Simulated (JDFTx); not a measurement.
Runs of JDFTx 1.7.0 (patched build) on InP. Symmetry: F-43m, No. 216, cubic system. The conventional cell has a = 5.861 Å, b = 5.861 Å, c = 5.861 Å, α = 90.00°, β = 90.00°, γ = 90.00°. Around In (site symmetry -43m) lie 4 P at 2.54 Å. P (site symmetry -43m) has 4 In at 2.54 Å as nearest neighbours. 

```csv
task,level,potentials or basis,k mesh,cutoff (eV),smearing,band ratio of the Davidson solver,max SCF steps,SCF threshold on the energy,solver of the electrons,further solve for the empty bands,gap on the mesh (eV),pressure (GPa)
single point,r2SCAN,SG15-PBE-1.2 with smoothed tails,6 × 6 × 6,1088,fermi-dirac 0.05 eV,-,100,1e-09 Ha,scf,yes,(b),0.3
single point,BLYP,PseudoDojo-SR-PBE-0.5-standard with smoothed tails,8 × 8 × 8,952,fermi-dirac 0.05 eV,-,100,1e-09 Ha,scf,yes,0.63,6.9
single point,LDA,PseudoDojo-SR-LDA-0.4.1-standard with smoothed tails,8 × 8 × 8,952,fermi-dirac 0.05 eV,-,100,1e-09 Ha,scf,yes,0.49,-1.3
single point,PBE,PseudoDojo-SR-PBE-0.5-standard with smoothed tails,8 × 8 × 8,952,gaussian 0.011 eV,-,100,1e-09 Ha,scf,yes,0.71,3.4
single point,RPBE,PseudoDojo-SR-PBE-0.5-standard with smoothed tails,8 × 8 × 8,952,gaussian 0.05 eV,-,100,1e-09 Ha,scf,yes,(a),5.0
```

Alike in all rows: no spin polarisation; cell as given.

**Question.** Estimate the missing entries.

**Answer.** (a) 0.84; (b) 0.76.

Caveats: spin-orbit coupling is left out, which moves the levels of the heavy elements; the empty levels aren't tightly converged (some runs); the potentials were made for another functional, which shifts forces and pressure (some runs).

A k mesh can miss the band edges, and the runs leave out spin-orbit coupling on In.
